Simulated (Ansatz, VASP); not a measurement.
**Cross-check of CdTe between VASP and Ansatz**

Wanted: the spread between two codes on one cell, functional and k mesh. The cell is taken from a series of VASP runs on this material, whose earlier steps may have relaxed, scaled or displaced it; both programs get it as it stands. Other levels of theory on this material are compared in a session of their own.

Main program and level: Ansatz 0.2.0; plane waves, with VASP 6.6.1 beside it; band structure at r2SCAN, spin-orbit coupling.

## 1. Set-up

The structure is cubic, space group F-43m (No. 216). The conventional cell has a = 6.480 Å, b = 6.480 Å, c = 6.480 Å, α = 90.00°, β = 90.00°, γ = 90.00°. Te has 4 Cd at 2.81 Å nearest. Nearest to Cd lie 4 Te at 2.81 Å. Farther neighbours and most contacts between anions are not listed.

As a file:

```
Te Cd
1.0
     0.00000    3.24000    3.24000
     3.24000    0.00000    3.24000
     3.24000    3.24000    0.00000
Te Cd
1 1
Direct
  0.75000 0.75000 0.75000
  0.00000 0.00000 0.00000
```

## 2. VASP: band structure, r2SCAN, spin-orbit coupling

The same path points are solved in both programs, so levels can be compared one by one.

Lines of VASP's logs that name or quote its potential files are left out, and so is its time.

INCAR reads:

```
SYSTEM = CdTe
PREC = Accurate
ENCUT = 350
EDIFF = 1E-06
NELM = 100
ISMEAR = 0
SIGMA = 0.03
LREAL = .FALSE.
ALGO = Normal
METAGGA = R2SCAN
LASPH = .TRUE.
LNONCOLLINEAR = .TRUE.
MAGMOM = 0 0 0 0 0 0
NBANDS = 30
GGA_COMPAT = .FALSE.
LSORBIT = .TRUE.
LORBIT = 11
LWAVE = .FALSE.
LCHARG = .FALSE.
KPAR = 4
```

POSCAR reads:

```
CdTe
1.0
    0.0000000000      3.2400000000      3.2400000000
    3.2400000000      0.0000000000      3.2400000000
    3.2400000000      3.2400000000      0.0000000000
Te Cd
1 1
Direct
    0.7500000000      0.7500000000      0.7500000000
    0.0000000000      0.0000000000      0.0000000000
```

KPOINTS reads:

```
Automatic mesh
0
Gamma
6 6 6
0 0 0
```

KPOINTS_OPT reads:

```
Line mode
10
Line-mode
Reciprocal
  0.00000000   0.00000000   0.00000000 GAMMA
  0.50000000   0.00000000   0.50000000 X

  0.50000000   0.00000000   0.50000000 X
  0.50000000   0.25000000   0.75000000 W

  0.50000000   0.25000000   0.75000000 W
  0.37500000   0.37500000   0.75000000 K

  0.37500000   0.37500000   0.75000000 K
  0.00000000   0.00000000   0.00000000 GAMMA

  0.00000000   0.00000000   0.00000000 GAMMA
  0.50000000   0.50000000   0.50000000 L

  0.50000000   0.50000000   0.50000000 L
  0.62500000   0.25000000   0.62500000 U

  0.62500000   0.25000000   0.62500000 U
  0.50000000   0.25000000   0.75000000 W

  0.50000000   0.25000000   0.75000000 W
  0.50000000   0.50000000   0.50000000 L

  0.50000000   0.50000000   0.50000000 L
  0.37500000   0.37500000   0.75000000 K

  0.62500000   0.25000000   0.62500000 U
  0.50000000   0.00000000   0.50000000 X
```

The projector-augmented-wave data sets are Te and Cd (PBE family, release 64).

Launch:

```sh
> mpirun -np 4 vasp_ncl
```

Numbers of over 12 decimals in the logs are rounded to 6 here.

The program printed:

```text
[banner, memory and clock lines left out]
running    4 mpi-ranks, on    1 nodes
 distrk:  each k-point on    1 cores,    4 groups
 distr:  one band on    1 cores,    1 groups

 POSCAR found type information on POSCAR TeCd
 POSCAR found :  2 types and       2 ions
|                                                                             |
|               ----> ADVICE to this user running VASP <----                  |
|                                                                             |
|     You enforced a specific xc type in the INCAR file but a different       |
|     [... a line on the potential file left out ...]
|     I HOPE YOU KNOW WHAT YOU ARE DOING!                                     |
|                                                                             |

 LDA part: xc-table for (None), standard interpolation
 POSCAR, INCAR and KPOINTS ok, starting setup
 FFT: planning ... GRIDC
 FFT: planning ... GRID_SOFT
 FFT: planning ... GRID
 WAVECAR not read
 entering main loop
       N       E                     dE             d eps       ncg     rms          rms(c)
DAV:   1     0.437199591996E+02    0.43720E+02   -0.66539E+03  1360   0.779E+02
DAV:   2    -0.473668565219E+02   -0.91087E+02   -0.87867E+02  1474   0.230E+02
DAV:   3    -0.512760267229E+02   -0.39092E+01   -0.38896E+01  1528   0.491E+01
DAV:   4    -0.513163495456E+02   -0.40323E-01   -0.40315E-01  1626   0.444E+00
DAV:   5    -0.513167502577E+02   -0.40071E-03   -0.40071E-03  1526   0.425E-01    0.615E+00
DAV:   6    -0.467591815422E+02    0.45576E+01   -0.28879E+00  1356   0.222E+01    0.724E+00
DAV:   7    -0.467298760243E+02    0.29306E-01   -0.13667E-01  1470   0.398E+00    0.480E+00
DAV:   8    -0.467388211592E+02   -0.89451E-02   -0.86916E-02  1422   0.316E+00    0.124E+00
DAV:   9    -0.467409788953E+02   -0.21577E-02   -0.33761E-03  1518   0.507E-01    0.511E-01
DAV:  10    -0.467412698518E+02   -0.29096E-03   -0.13136E-03  1460   0.347E-01    0.225E-01
DAV:  11    -0.467411546511E+02    0.11520E-03   -0.50330E-04  1458   0.218E-01    0.566E-02
DAV:  12    -0.467411556342E+02   -0.98312E-06   -0.30083E-05  1514   0.664E-02    0.391E-02
DAV:  13    -0.467411570326E+02   -0.13984E-05   -0.89653E-06  1476   0.333E-02    0.287E-02
DAV:  14    -0.467411612823E+02   -0.42497E-05   -0.11314E-05  1434   0.391E-02    0.182E-02
DAV:  15    -0.467411597678E+02    0.15145E-05   -0.37560E-06  1512   0.275E-02    0.612E-03
DAV:  16    -0.467411597813E+02   -0.13505E-07   -0.12161E-07   822   0.250E-03
   1 F= -.46741160E+02 E0= -.46741160E+02  d E =-.363566E-17  mag=     0.0000     0.0000    -0.0000
 Start KPOINTS_OPT (optional k-point list driver)
k-point batch [1-22\100]
       N       E                     dE             ncg
DAV:   1     0.300608690894E+03   -0.70692E+04     1360
DAV:   2    -0.169184086044E+04   -0.19924E+04     1498
DAV:   3    -0.177097908363E+04   -0.79138E+02     1586
DAV:   4    -0.177182907966E+04   -0.85000E+00     1704
DAV:   5    -0.177183656068E+04   -0.74810E-02     1554
DAV:   6    -0.177183673937E+04   -0.17869E-03     1726
DAV:   7    -0.177183674302E+04   -0.36497E-05     1434
DAV:   8    -0.177183674312E+04   -0.98381E-07     1094
[...]
k-point batch [89-100\100]
       N       E                     dE             ncg
DAV:   1     0.403399404127E+04   -0.52744E+04      728
DAV:   2     0.294603582273E+04   -0.10880E+04      822
DAV:   3     0.290446343622E+04   -0.41572E+02      890
DAV:   4     0.290405537372E+04   -0.40806E+00      902
DAV:   5     0.290405199173E+04   -0.33820E-02      858
DAV:   6     0.290405192127E+04   -0.70459E-04      910
DAV:   7     0.290405191964E+04   -0.16320E-05      762
DAV:   8     0.290405191959E+04   -0.43134E-07      548
```

Parts of OUTCAR (step 2):

```text
ion  position               nearest neighbor table
   1  0.750  0.750  0.750-   2 2.81   2 2.81   2 2.81   2 2.81
   2  0.000  0.000  0.000-   1 2.81   1 2.81   1 2.81   1 2.81

  LATTYP: Found a face centered cubic cell.
 ALAT       =     6.4800000000

 Subroutine GETGRP returns: Found 24 space group operations
 (whereof 24 operations were pure point group operations)

The static configuration has the point symmetry T_d .

 Found     22 irreducible k-points:

   k-points           NKPTS =     22   k-points in BZ     NKDIM =     22   number of bands    NBANDS=     30

   dimension x,y,z NGX =    28 NGY =   28 NGZ =   28
   dimension x,y,z NGXF=    56 NGYF=   56 NGZF=   56

   ENCUT  =  350.0 eV  25.72 Ry    5.07 a.u.   6.99  6.99  6.99*2*pi/ulx,y,z

   NELECT =      18.0000    total number of electrons

 k-points in reciprocal lattice and weights: Automatic mesh
   0.00000000  0.00000000  0.00000000       0.005
   0.16666667  0.00000000  0.00000000       0.019
  -0.16666667  0.00000000  0.00000000       0.019
   0.33333333  0.00000000  0.00000000       0.019
  -0.33333333  0.00000000  0.00000000       0.019
   0.50000000  0.00000000  0.00000000       0.019
   0.16666667  0.16666667  0.00000000       0.028
   0.33333333  0.16666667  0.00000000       0.056
  -0.33333333 -0.16666667  0.00000000       0.056
[...]
-0.33333333  0.33333333  0.16666667       0.111
  -0.33333333  0.50000000  0.16666667       0.056

 average (electrostatic) potential at core
       1 -96.2848       2 -44.5866

 E-fermi :   2.5432

 k-point     1 :       0.0000    0.0000    0.0000
  band No.  band energies     occupation
    ...
     14       1.5606      1.00000
     15       2.3751      1.00000
     16       2.3751      1.00000
     17       2.3751      1.00000
     18       2.3751      1.00000
     19       3.3786      0.00000
     20       3.3786      0.00000
     21       6.9116      0.00000
     22       6.9116      0.00000
     23       7.2344      0.00000
    ...

 k-point     2 :       0.1667    0.0000    0.0000
  band No.  band energies     occupation
    ...
     14       0.3591      1.00000
     15       1.6495      1.00000
     16       1.6495      1.00000
     17       2.1260      1.00000
     18       2.1438      1.00000
     19       4.4032      0.00000
     20       4.4032      0.00000
     21       7.2172      0.00000
     22       7.2172      0.00000
     23       7.3898      0.00000
    ...

 k-point     3 :      -0.1667    0.0000    0.0000
  band No.  band energies     occupation
    ...
     14       0.3591      1.00000
     15       1.6495      1.00000
     16       1.6495      1.00000
     17       2.1260      1.00000
     18       2.1438      1.00000
     19       4.4032      0.00000
     20       4.4032      0.00000
     21       7.2172      0.00000
     22       7.2172      0.00000
     23       7.3898      0.00000
    ...

  Total        0.5919886      0.5919886      0.5919886     -0.0000000      0.0000000      0.0000000
  in kB       13.9430863     13.9430863     13.9430863     -0.0000000      0.0000000      0.0000000
  external PRESSURE =      13.9430863 kB  Pullay stress =       0.0000000 kB

  energy-cutoff  :      350.00
  volume of cell :       68.02
      direct lattice vectors                 reciprocal lattice vectors
     0.000000000  3.240000000  3.240000000    -0.154320988  0.154320988  0.154320988
     3.240000000  0.000000000  3.240000000     0.154320988 -0.154320988  0.154320988
     3.240000000  3.240000000  0.000000000     0.154320988  0.154320988 -0.154320988

 POSITION                                       TOTAL-FORCE (eV/Angst)
 -----------------------------------------------------------------------------------
      4.86000      4.86000      4.86000        -0.000000     -0.000000     -0.000000
      0.00000      0.00000      0.00000         0.000000      0.000000      0.000000
 -----------------------------------------------------------------------------------
    total drift:                                0.000000      0.000000      0.000000

  FREE ENERGIE OF THE ION-ELECTRON SYSTEM (eV)
  ---------------------------------------------------
  free  energy   TOTEN  =       -46.7411597813 eV

  energy  without entropy=      -46.7411597813  energy(sigma->0) =      -46.74115978

 Spin-Orbit-Coupling matrix elements
 Ion:    1  E_soc:     -0.1792368
 Ion:    2  E_soc:     -0.0579470

 total charge
# of ion       s       p       d       tot
------------------------------------------
    1        1.351   2.113   0.021   3.485
    2        0.452   0.315   9.532  10.299
--------------------------------------------------
tot          1.803   2.428   9.553  13.784

 magnetization (x)
# of ion       s       p       d       tot
------------------------------------------
    1        0.000   0.000   0.000   0.000
    2       -0.000   0.000   0.000   0.000
--------------------------------------------------
tot         -0.000   0.000   0.000   0.000

 magnetization (y)
# of ion       s       p       d       tot
------------------------------------------
    1        0.000   0.000   0.000   0.000
    2        0.000   0.000   0.000   0.000
--------------------------------------------------
tot          0.000   0.000   0.000   0.000

 magnetization (z)
# of ion       s       p       d       tot
------------------------------------------
    1        0.000   0.000   0.000   0.000
    2       -0.000  -0.000   0.000  -0.000
--------------------------------------------------
tot         -0.000  -0.000   0.000  -0.000

[... 3 further parts left out ...]
```

The run ends at a pressure of 1.39 GPa.

[end of part 1 of 2]

[Lines on the potential files, build, host, timing and source positions are cut from VASP's logs without a mark.]

[Logs are printed without paths, hosts, clocks, repeated set-up lines and the standing remarks that a program may print on its own settings, such as how far it seeks lower states.]

[Hosts, paths, dates, database ids (printed as entryN), source tags and the programs' standing remarks are cut or masked in the printed files.]
